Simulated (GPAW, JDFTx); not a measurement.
Given: the input of a run of GPAW 26.7.0 on NaCl. The cell is a database's computed one, not the measured one.

run.py

```python
from ase.io import read
from gpaw import PW
from gpaw.dft import DFT

atoms = read('POSCAR')

dft = DFT(atoms,
          mode=PW(800),
          xc='PBE',
          kpts={'size': (8, 8, 8), 'gamma': True},
          occupations={'name': 'fermi-dirac', 'width': 0.05},
          nbands=15,
          convergence={'density': 1e-05, 'energy': 1e-05},
          maxiter=150,
          txt='gpaw.txt')
print(f'Energy: {dft.calculate_energy():.6f} eV')
print('Forces (eV/A):')
print(dft.calculate_forces().round(4))
print('Stress (eV/A^3):', dft.calculate_stress().round(6))
dft.write_gpw_file('gs.gpw')
```

The input POSCAR:

```
NaCl
1.0
    0.0000000000      2.7940632177      2.7940632177
    2.7940632177      0.0000000000      2.7940632177
    2.7940632177      2.7940632177      0.0000000000
Cl Na
1 1
Direct
    0.5000000000      0.5000000000      0.5000000000
    0.0000000000      0.0000000000      0.0000000000
```

Potentials or basis: GPAW PAW data sets (gpaw-data 1.2.1), pw.

Run with:

```sh
$ OMP_NUM_THREADS=1 python run.py
```

**Question.** Set up the same calculation for JDFTx 1.7.0 (patched build). Potentials or basis there: PseudoDojo-SR-PBE-0.5-standard, cutoff 1197 eV.

**Answer.** As run (cutoffs and basis follow the program's own potentials, and thresholds, step limits or extra output files can differ):

Contents of NaCl.in:

```
lattice Face-Centered Cubic 10.5600285127
coords-type Lattice
ion Cl     0.5000000000     0.5000000000     0.5000000000 1
ion Na     0.0000000000     0.0000000000     0.0000000000 1

ion-species pseudo/Cl.upf
ion-species pseudo/Na.upf
elec-cutoff 44 352
elec-ex-corr gga-PBE
kpoint-folding 8 8 8
elec-smearing Fermi 0.0018374661
elec-n-bands 14
electronic-SCF nIterations 100 energyDiffThreshold 1e-09
electronic-minimize nIterations 30 energyDiffThreshold 1e-7
converge-empty-states yes
forces-output-coords Cartesian

dump-name run.$VAR
dump End Ecomponents EigStats BandEigs Kpoints Forces Stress ElecDensity
```

Potentials or basis: PseudoDojo-SR-PBE-0.5-standard.

Run with:

```console
$ jdftx -c 1 -i NaCl.in -o NaCl.out
```

Both were run:

|  | GPAW | JDFTx |
| --- | --- | --- |
| Pressure | 1.5 GPa | 1.6 GPa |

The potentials hold 14 and 16 valence electrons a cell.

Pressure is positive in compression.
